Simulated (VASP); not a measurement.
# OSi in VASP: a series of runs, part 2 of 2

VASP 6.6.1. The steps go on from the part before.

### 3 Electron localisation function, PBE

The input, INCAR:

```
  PREC = Accurate
  ENCUT = 520
  EDIFF = 1E-6
  ISMEAR = 0
  SIGMA = 0.01
  LREAL = False
  LASPH = True
  NELM = 60
  ALGO = Fast
  ISIF = 2
  LWAVE = False
  LCHARG = True
  GGA = PE
  LELF = True
```

The input, KPOINTS:

```
Automatic mesh
0
Gamma
  1 1 1
```

The input, POSCAR:

```
SiO
1.0
   11.0000000000      0.0000000000      0.0000000000
    0.0000000000     10.0000000000      0.0000000000
    0.0000000000      0.0000000000     10.0000000000
O Si
1 1
Direct
    0.4429363600      0.5252500000      0.4710000000
    0.5594272700      0.4789500000      0.5358000000
```

Potentials or basis: VASP PAW PBE potentials, release 64 (O, Si).

Run with:

```sh
cat potpaw_PBE.64/O/POTCAR potpaw_PBE.64/Si/POTCAR > POTCAR
mpirun -np 1 vasp_gam > vasp.out
```

OUTCAR:

```text
PREC = Accurate
   ENCUT = 520
   EDIFF = 1E-6
   ISMEAR = 0
   LREAL = False
   LASPH = True
   NELM = 60
   ISIF = 2
   GGA = PE

 ion  position               nearest neighbor table
   1  0.443  0.525  0.471-   2 1.51
   2  0.559  0.479  0.536-   1 1.51

  LATTYP: Found a simple tetragonal cell.
 ALAT       =    10.0000000000
 C/A-ratio  =     1.1000000000

  Lattice vectors:

 A1 = (   0.0000000000,  10.0000000000,   0.0000000000)
 A2 = (   0.0000000000,   0.0000000000,  10.0000000000)
 A3 = (  11.0000000000,   0.0000000000,   0.0000000000)

Analysis of symmetry for initial positions (statically):
=====================================================================
 Subroutine PRICEL returns:
 Original cell was already a primitive cell.

 Routine SETGRP: Setting up the symmetry group for a
 simple tetragonal supercell.

 Subroutine GETGRP returns: Found  1 space group operations
 (whereof  1 operations were pure point group operations)
 out of a pool of 16 trial point group operations.

The static configuration has the point symmetry C_1 .

Analysis of symmetry for dynamics (positions and initial velocities):
=====================================================================
 Subroutine PRICEL returns:
 Original cell was already a primitive cell.

 Routine SETGRP: Setting up the symmetry group for a
 simple tetragonal supercell.

 Subroutine GETGRP returns: Found  1 space group operations
 (whereof  1 operations were pure point group operations)
 out of a pool of 16 trial point group operations.

The dynamic configuration has the point symmetry C_1 .

 Subroutine INISYM returns: Found  1 space group operations
 (whereof  1 operations are pure point group operations),
 and found     1 'primitive' translations

----------------------------------------------------------------------------------------

                                     Primitive cell

  volume of cell :    1100.0000

  direct lattice vectors                    reciprocal lattice vectors
    11.000000000  0.000000000  0.000000000     0.090909091  0.000000000  0.000000000
     0.000000000 10.000000000  0.000000000     0.000000000  0.100000000  0.000000000
     0.000000000  0.000000000 10.000000000     0.000000000  0.000000000  0.100000000

  length of vectors
    11.000000000 10.000000000 10.000000000     0.090909091  0.100000000  0.100000000

  position of ions in fractional coordinates (direct lattice)
     0.442936360  0.525250000  0.471000000
     0.559427270  0.478950000  0.535800000

  ion indices of the primitive-cell ions
   primitive index   ion index
                 1           1
                 2           2

----------------------------------------------------------------------------------------

 KPOINTS: Automatic mesh

Automatic generation of k-mesh.
 Grid dimensions read from file:
 generate k-points for:    1    1    1

 Generating k-lattice:

  Cartesian coordinates                     Fractional coordinates (reciprocal lattice)
     0.090909091  0.000000000  0.000000000     1.000000000  0.000000000  0.000000000
     0.000000000  0.100000000  0.000000000     0.000000000  1.000000000  0.000000000
     0.000000000  0.000000000  0.100000000     0.000000000  0.000000000  1.000000000

  Length of vectors
     0.090909091  0.100000000  0.100000000

  Shift w.r.t. Gamma in fractional coordinates (k-lattice)
     0.000000000  0.000000000  0.000000000

 Subroutine IBZKPT returns following result:
 ===========================================

 Found      1 irreducible k-points:

 Following reciprocal coordinates:
            Coordinates               Weight
  0.000000  0.000000  0.000000      1.000000
   k-points           NKPTS =      1   k-points in BZ     NKDIM =      1   number of bands    NBANDS=      9
   number of dos      NEDOS =    301   number of ions     NIONS =      2
   total plane-waves  NPLWV = 537600
   dimension x,y,z NGX =    84 NGY =   80 NGZ =   80
   dimension x,y,z NGXF=   168 NGYF=  160 NGZF=  160
   ions per type =               1   1
   NGX,Y,Z   is equivalent  to a cutoff of  12.70, 13.30, 13.30 a.u.
   NGXF,Y,Z  is equivalent  to a cutoff of  25.39, 26.60, 26.60 a.u.
 SYSTEM =  unknown system
   PREC   = accura    normal or accurate (medium, high low for compatibility)
   ISTART =      0    job   : 0-new  1-cont  2-samecut
   ICHARG =      2    charge: 1-file 2-atom 10-const
   ISPIN  =      1    spin polarized calculation?
   LNONCOLLINEAR =      F non collinear calculations
   LSORBIT =      F    spin-orbit coupling
   LASPH  =      T    aspherical Exc in radial PAW
   ENCUT  =  520.0 eV  38.22 Ry    6.18 a.u.  20.45 18.59 18.59*2*pi/ulx,y,z
   NELM   =     60;   NELMIN=  2; NELMDL= -5     # of ELM steps
   EDIFF  = 0.1E-05   stopping-criterion for ELM
   LREAL  =      F    real-space projection
   EDIFFG = 0.1E-04   stopping-criterion for IOM
   NSW    =      0    number of steps for IOM
   IBRION =     -1    ionic relax: 0-MD 1-quasi-New 2-CG
   NFREE  =      0    steps in history (QN), initial steepest desc. (CG)
   ISIF   =      2    stress and relaxation
   ISYM   =      2    0-nonsym 1-usesym 2-fastsym
   POTIM  = 0.5000    time-step for ionic-motion
   TEBEG  =    0.0;   TEEND  =   0.0 temperature during run
   PSTRESS=    0.0 pullay stress
   NELECT =      10.0000    total number of electrons
   NUPDOWN=      -1.0000    fix difference up-down
   EMIN   =  10.00;   EMAX   =-10.00  energy-range for DOS
   EFERMI =   0.00;   METHOD = LEGACY
   ISMEAR =     0;   SIGMA  =   0.01  broadening in eV -4-tet -1-fermi 0-gaus
   EFERMI_NEDOS =   21; number of points for ismear=-14 and -15
   IALGO  =     68    algorithm
   IMIX   =      4    mixing-type and parameters
     AMIX     =   0.40;   BMIX     =  1.00
     AMIX_MAG =   1.60;   BMIX_MAG =  1.00
  volume/ion in A,a.u.               =     550.00      3711.58
  Fermi-wavevector in a.u.,A,eV,Ry     =   0.341673  0.645668  1.588350  0.116740
  Thomas-Fermi vector in A             =   1.246405
   LORBIT       =      0    0 simple, 1 ext, 2 COOP (PROOUT), +10 PAW based schemes
   GGA     = PE    functional components
   LHFCALC =     F    Hartree Fock is set to
   AEXX    =    0.0000 exact exchange contribution
   IVDW    =     0    specifies the selected vdW correction
   LEPSILON=     F    determine dielectric tensor
   LRPA    =     F    only Hartree local field effects (RPA)
 non-spin polarized calculation
 RMM-DIIS sequential band-by-band and
 Gauss-broadening in eV      SIGMA  =   0.01
  energy-cutoff  :      520.00
  volume of cell :     1100.00
 maximum number of plane-waves:     14859
 NGX is ok and might be reduce to    84
   NGX = 41   NGY = 37   NGZ = 37

 number of electron      10.0000000 magnetization

 number of electron       9.9999998 magnetization

 Free energy of the ion-electron system (eV)
  ---------------------------------------------------
  ext. energy  EPLUGINS =         0.00000000
  ---------------------------------------------------
  free energy    TOTEN  =       -11.23280441 eV

  energy without entropy =      -11.23280441  energy(sigma->0) =      -11.23280441

 E-fermi :  -7.1110     XC(G=0):  -0.8133

 val. band max:       -7.1989260626   @ k =   0.0000   0.0000   0.0000
 cond. band min:      -2.6157629161   @ k =   0.0000   0.0000   0.0000
 fundamental gap:      4.5831631465
 Fermi energy:        -7.1109937688

 k-point     1 :       0.0000    0.0000    0.0000
  band No.  band energies     occupation
      1     -23.2196      2.00000
      2     -10.4436      2.00000
      3      -7.8426      2.00000
      4      -7.8425      2.00000
      5      -7.1989      2.00000
      6      -2.6158      0.00000
      7      -2.6149      0.00000
      8      -0.2908      0.00000
      9      -0.0501      0.00000

------------------------ aborting loop because EDIFF is reached ----------------------------------------

  FORCE on cell =-STRESS in cart. coord.  units (eV):
  Direction    XX          YY          ZZ          XY          YZ          ZX
  --------------------------------------------------------------------------------------
  -------------------------------------------------------------------------------------
  Total        1.1872753      0.1416340      0.2919065     -0.4531078     -0.2301733      0.6339959
  in kB        1.7292960      0.2062935      0.4251690     -0.6599627     -0.3352531      0.9234307
  external PRESSURE =       0.7869195 kB  Pullay stress =       0.0000000 kB

 VOLUME and BASIS-vectors are now :
 -----------------------------------------------------------------------------
  energy-cutoff  :      520.00
  volume of cell :     1100.00
      direct lattice vectors                 reciprocal lattice vectors
    11.000000000  0.000000000  0.000000000     0.090909091  0.000000000  0.000000000
     0.000000000 10.000000000  0.000000000     0.000000000  0.100000000  0.000000000
     0.000000000  0.000000000 10.000000000     0.000000000  0.000000000  0.100000000

 POSITION                                       TOTAL-FORCE (eV/Angst)
 -----------------------------------------------------------------------------------
      4.87230      5.25250      4.71000        -0.969584      0.353305     -0.494346
      6.15370      4.78950      5.35800         0.969584     -0.353305      0.494346
 -----------------------------------------------------------------------------------
    total drift:                               -0.000446      0.000156     -0.000156

  FREE ENERGIE OF THE ION-ELECTRON SYSTEM (eV)
  ---------------------------------------------------
  free  energy   TOTEN  =       -11.2328044134 eV

  energy  without entropy=      -11.2328044134  energy(sigma->0) =      -11.23280441
```

It took 42 s on 1 thread of Intel Xeon 6975P-C (Granite Rapids), shared host; peak memory 0.97 GiB.

Results:

- Free energy: -11.2328 eV
- Largest force: 1.144 eV/Å
- Gap between the frontier levels: 4.58 eV

Forces on the atoms (eV/Å):
```
O   -0.970  0.353 -0.494
Si   0.970 -0.353  0.494
```

As with any semilocal functional, this PBE gap is likely too small.

### 4 Relaxation of the atoms, r2SCAN+D4

The input, INCAR:

```
PREC     = Accurate       # precision mode
ENCUT    = 520            # plane-wave cutoff, eV
EDIFF    = 1E-7           # SCF threshold, eV
ISMEAR   = 0              # smearing method
SIGMA    = 0.01           # smearing width, eV
LREAL    = F              # projectors in reciprocal space
LASPH    = T              # aspherical terms in the spheres
NELM     = 80             # most SCF steps
ALGO     = Normal         # electronic algorithm
ISIF     = 2              # what is computed and relaxed
LWAVE    = F              # write WAVECAR
LCHARG   = F              # write CHGCAR
METAGGA  = R2SCAN         # meta-GGA
LMIXTAU  = T            
IVDW     = 13             # dispersion correction
VDW_S6   = 1.0          
VDW_S8   = 0.6018749    
VDW_A1   = 0.51559235   
VDW_A2   = 5.77342911   
IBRION   = 2              # ionic algorithm
NSW      = 60             # ionic steps
EDIFFG   = -0.01          # ionic threshold
```

KPOINTS is that of step 3.

POSCAR is that of step 3.

Run with:

```sh
cat potpaw_PBE.64/O/POTCAR potpaw_PBE.64/Si/POTCAR > POTCAR
mpirun -np 1 vasp_gam > vasp.out
```

Run time: 6.3 min. Hardware: 1 thread of Intel Xeon 6975P-C (Granite Rapids), shared host; peak memory 1.3 GiB.

Results (log left out):

* Free energy: -15.4200 eV
* Energy gained by relaxing: 0.4 meV/atom
* Ionic steps: 3
* Largest force after relaxing: 0.005 eV/Å
* Gap between the frontier levels: 5.02 eV
* Dispersion energy per atom: -0.003 eV

Forces on the atoms (eV/Å):
```
O    0.001  0.002 -0.005
Si  -0.001 -0.002  0.005
```

Step by step:
| step | energy change (eV) | largest force (eV/Å) | pressure (GPa) |
| --- | --- | --- | --- |
| 1 | 0.0000 | 0.3181 | 0.02 |
| 2 | 0.0162 | 1.3264 | -0.10 |
| 3 | -0.0009 | 0.0051 | -0.01 |

Final structure:
```
O Si
1.0
    11.00000    0.00000    0.00000
     0.00000   10.00000    0.00000
     0.00000    0.00000   10.00000
O Si
1 1
Direct
  0.44272 0.52534 0.47088
  0.55964 0.47886 0.53592
```

Levels at points of the mesh, in eV from the valence-band top:
| k point | band 2 | band 3 | band 4 | band 5 | band 6 | band 7 | band 8 | band 9 |
| --- | --- | --- | --- | --- | --- | --- | --- | --- |
| (0.00, 0.00, 0.00) | -3.36 | -0.64 | -0.64 | 0.00 | 5.02 | 5.03 | 7.66 | 8.11 |

Caveat: the PAW data sets were made with another functional, which shifts forces and pressure a little. r2SCAN opens gaps a little over a GGA but as a rule still falls short of measured ones.

### 5 For comparison

An earlier run on the cell as given: functional PBE; potentials or basis VASP PAW PBE potentials, release 64 (O, Si); cutoff 520 eV; k mesh 1 × 1 × 1; occupations gaussian, width 0.01 eV; no spin polarisation.

* Largest force: 1.144 eV/Å
* Gap between the frontier levels: 4.58 eV

### 6 Summary

| task | level | cell | gap on the mesh (eV) | largest force (eV/Å) |
| --- | --- | --- | --- | --- |
| atomic charges | PBE+TS | as given | 4.58 | 1.14 |
| electron localisation function | PBE | as given | 4.58 | 1.14 |
| relaxation of the atoms | r2SCAN+D4 | atoms relaxed | 5.02 | 0.01 |
| single point | PBE | as given | 4.58 | 1.14 |

Alike in all rows: potentials or basis VASP PAW PBE potentials, release 64 (O, Si); no spin polarisation; k mesh 1 × 1 × 1; cutoff (eV) 520; smearing gaussian 0.01 eV.

On the cell as given the gap runs from 4.58 eV (PBE) to 4.58 eV (PBE+TS).

Caveats: the PAW data sets were made with another functional, which shifts forces and pressure a little (some runs).

Total energies depend on the potentials used, so only differences within one code and one set of settings carry meaning.
